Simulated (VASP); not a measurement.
**A VASP 6.6.1 single-point calculation on LiH**

INCAR

```
ISIF = 2
IBRION = -1
EDIFF = 1E-7
ISMEAR = 0
NELM = 74
NBANDS = 9
ALGO = Normal
NSW = 0
ENCUT = 600
LCHARG = .FALSE.
SIGMA = 0.01
METAGGA = R2SCAN
PREC = Accurate
LREAL = .FALSE.
LWAVE = .FALSE.
LASPH = .TRUE.
```

KPOINTS

```
KPOINTS created by Atomic Simulation Environment
0
Gamma
10 10 10
0 0 0
```

POSCAR

```
Li H
 1.0000000000000000
     0.0000000000000000    1.9028450990000001    2.0312150648000000
     1.9028450990000001    0.0000000000000000    2.0312150648000000
     1.9028450990000001    1.9028450990000001    0.0000000000000000
 Li  H
   1   1
Cartesian
  0.0000000000000000  0.0000000000000000  0.0000000000000000
  1.9028450990000001  1.9028450990000001  2.0312150648000005
```

The recommended PBE PAW datasets give the neutral cell 4 valence electrons.

Command

```
mpirun -np 1 vasp_std
```

OSZICAR

```
N       E                     dE             d eps       ncg     rms          rms(c)
DAV:   1    -0.163437923109E+01   -0.16344E+01   -0.15919E+03  1836   0.452E+02
DAV:   2    -0.731691460644E+01   -0.56825E+01   -0.56419E+01  2557   0.648E+01
DAV:   3    -0.740753091450E+01   -0.90616E-01   -0.90572E-01  2318   0.690E+00
DAV:   4    -0.740803414958E+01   -0.50324E-03   -0.50321E-03  2508   0.440E-01
DAV:   5    -0.740803830883E+01   -0.41593E-05   -0.41590E-05  2331   0.245E-02    0.282E+00
DAV:   6    -0.685934380863E+01    0.54869E+00   -0.15818E-01  2070   0.285E+00    0.166E+00
DAV:   7    -0.679098987022E+01    0.68354E-01   -0.19550E-01  1902   0.217E+00    0.293E-01
DAV:   8    -0.679133343272E+01   -0.34356E-03   -0.63633E-03  2134   0.588E-01    0.124E-01
DAV:   9    -0.679189013732E+01   -0.55670E-03   -0.11100E-03  2495   0.247E-01    0.238E-02
DAV:  10    -0.679185842408E+01    0.31713E-04   -0.45489E-05  2107   0.511E-02    0.590E-03
DAV:  11    -0.679182417696E+01    0.34247E-04   -0.11474E-05  1947   0.310E-02    0.158E-03
DAV:  12    -0.679181522181E+01    0.89551E-05   -0.82018E-07  2228   0.790E-03    0.502E-04
DAV:  13    -0.679181129259E+01    0.39292E-05   -0.17438E-07  1946   0.331E-03    0.280E-04
DAV:  14    -0.679180898304E+01    0.23095E-05   -0.57142E-08  2012   0.188E-03    0.113E-04
DAV:  15    -0.679180782208E+01    0.11610E-05   -0.12504E-08  1924   0.867E-04    0.136E-05
DAV:  16    -0.679180775161E+01    0.70466E-07   -0.11636E-10  1016   0.104E-04
   1 F= -.67918078E+01 E0= -.67918078E+01  d E =-.469861E-40
```

Standard output (part)

```
POSCAR found type information on POSCAR LiH
 POSCAR found :  2 types and       2 ions
 LDA part: xc-table for (None), standard interpolation
 POSCAR, INCAR and KPOINTS ok, starting setup
 WAVECAR not read
 entering main loop
```

From OUTCAR

```
k-points           NKPTS =    102   k-points in BZ     NKDIM =    102   number of bands    NBANDS=      9

   NELECT =       4.0000    total number of electrons

   dimension x,y,z NGX =    24 NGY =   24 NGZ =   24
   dimension x,y,z NGXF=    48 NGYF=   48 NGZF=   48

  energy-cutoff  :      600.00
  volume of cell :       14.71
      direct lattice vectors                 reciprocal lattice vectors
     0.000000000  1.902845099  2.031215065    -0.262764426  0.262764426  0.246158080
     1.902845099  0.000000000  2.031215065     0.262764426 -0.262764426  0.246158080
     1.902845099  1.902845099  0.000000000     0.262764426  0.262764426 -0.246158080

 k-points in reciprocal lattice and weights: KPOINTS created by Atomic Simulation Env
   0.00000000  0.00000000  0.00000000       0.001
   0.10000000  0.00000000  0.00000000       0.008
   0.20000000  0.00000000  0.00000000       0.008
   0.30000000  0.00000000  0.00000000       0.008
   0.40000000  0.00000000  0.00000000       0.008
   0.50000000  0.00000000  0.00000000       0.004
   0.10000000  0.10000000  0.00000000       0.002
   0.20000000  0.10000000  0.00000000       0.008
   ...

 E-fermi :   0.5050

 k-point     1 :       0.0000    0.0000    0.0000
  band No.  band energies     occupation
      1     -45.3838      2.00000
      2      -5.5588      2.00000
      3      18.9578      0.00000
      4      20.4483      0.00000
      5      20.4483      0.00000
      6      21.1042      0.00000
      7      25.0068      0.00000
      8      25.4233      0.00000
      9      25.4233      0.00000

 k-point     2 :       0.1000    0.0000    0.0000
  band No.  band energies     occupation
      1     -45.3779      2.00000
      2      -5.3740      2.00000
      3      16.9708      0.00000
      4      19.5883      0.00000
      5      20.1095      0.00000
      6      20.2567      0.00000
      7      25.0084      0.00000
      8      26.2879      0.00000
      9      26.3497      0.00000

 k-point     3 :       0.2000    0.0000    0.0000
  band No.  band energies     occupation
      1     -45.3619      2.00000
      2      -4.8338      2.00000
      3      13.2002      0.00000
      4      18.0541      0.00000
      5      19.3656      0.00000
      6      19.6089      0.00000
      7      24.7328      0.00000
      8      26.4472      0.00000
      9      27.3414      0.00000

 k-point     4 :       0.3000    0.0000    0.0000
  band No.  band energies     occupation
      1     -45.3421      2.00000
      2      -4.0065      2.00000
      3       9.7131      0.00000
      4      16.7834      0.00000
      5      18.8392      0.00000
      6      19.4366      0.00000
      7      22.6324      0.00000
      8      24.8011      0.00000
      9      28.1105      0.00000

 k-point     5 :       0.4000    0.0000    0.0000
  band No.  band energies     occupation
      1     -45.3261      2.00000
      2      -3.1103      2.00000
      3       7.1539      0.00000
      4      15.9714      0.00000
      5      18.7895      0.00000
      6      19.6995      0.00000
      7      20.9595      0.00000
      8      22.7907      0.00000
      9      30.1923      0.00000

 ...

  Total        0.5411182      0.5411182     -0.0237574      0.0000000      0.0000000      0.0000000
  in kB       58.9399795     58.9399795     -2.5877125      0.0000000      0.0000000      0.0000000
  external PRESSURE =      38.4307488 kB  Pullay stress =       0.0000000 kB

 POSITION                                       TOTAL-FORCE (eV/Angst)
 -----------------------------------------------------------------------------------
      0.00000      0.00000      0.00000         0.000000      0.000000      0.000000
      1.90285      1.90285      2.03122         0.000000     -0.000000     -0.000000
 -----------------------------------------------------------------------------------
    total drift:                                0.000000     -0.000000     -0.000000

  FREE ENERGIE OF THE ION-ELECTRON SYSTEM (eV)
  ---------------------------------------------------
  free  energy   TOTEN  =        -6.7918077516 eV

  energy  without entropy=       -6.7918077516  energy(sigma->0) =       -6.79180775
```

It converged. Results: gap between bands v and c on the k mesh 2.73 eV; least direct gap on the k mesh 3.26 eV; pressure 3.8 GPa. Band v is the last that the valence electrons fill when counted band by band, and c is the next.

For comparison, a separate r²SCAN run of the intended cell, on usual settings and not on those above, gives a gap of 2.73 eV on its mesh and a pressure of 3.6 GPa.

The run above took about 50 s on one core of a shared host (Intel Xeon Platinum 8488C) and held 0.14 GiB at most.
